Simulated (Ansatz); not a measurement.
Crystal: NiO.

```
Ni O
1.0
     0.00000    2.06217    2.06217
     2.06217    0.00000    2.06217
     2.06217    2.06217    0.00000
Ni O
1 1
Direct
  0.00000 0.00000 0.00000
  0.75000 0.75000 0.75000
```

The cell was built by a generator and needn't be a form met in nature.

| Item | Value |
| --- | --- |
| Program | Ansatz 0.2.0 |
| Task | single point |
| Functional | PBE |
| Potentials or basis | all-electron LAPW, scalar-relativistic |
| Cutoff | 527 eV (chosen from the basis error) |
| Basis error allowed | 0.001 eV/atom |
| k mesh | 11 × 11 × 11 |
| Occupations | fermi-dirac, width 0.05 eV |
| Spin | collinear spin, ferromagnetic start |
| Starting moments | [1.0, 0.0] μB |

On this cell: pressure 60.4 GPa; largest force zero by symmetry; net moment 1.09 μB per cell; site moments Ni +0.86; O +0.20 μB; band gap on the k mesh none (metal or under the smearing width).

The same run follows on a disturbed copy (atoms moved at random, drawn with an rms of 0.05 Å):

```
Ni O
1.0
     0.00000    2.06217    2.06217
     2.06217    0.00000    2.06217
     2.06217    2.06217    0.00000
Ni O
1 1
Direct
  0.00136 0.00622 0.97990
  0.74031 0.76999 0.73535
```

**Question.** What does the disturbed cell give?

**Answer.** The energy (extrapolated to zero smearing) moves by +7.1 meV/atom; pressure 60.7 GPa; largest force 0.678 eV/Å; net moment 1.07 μB per cell; site moments Ni +0.84; O +0.19 μB; band gap on the k mesh none (metal or under the smearing width).

Forces in eV/Å, atoms in the order of the input:
```
Ni   0.654 -0.170  0.051
O   -0.654  0.170 -0.051
```

Stress tensor (GPa, compression positive):
```
60.47  0.80 -2.07
 0.80 60.75  7.46
-2.07  7.46 60.77
```

Caveats: a cell with one magnetic atom can't hold antiferromagnetic order, which such compounds often take; semilocal functionals often make such compounds metallic where correlation or magnetic order opens a gap, which also shifts bond lengths; a pressure of tens of GPa on the cell as given is suspect, and the run, the potentials or the cell itself is likely at fault (some runs); the cell as given lies far from equilibrium (some runs).
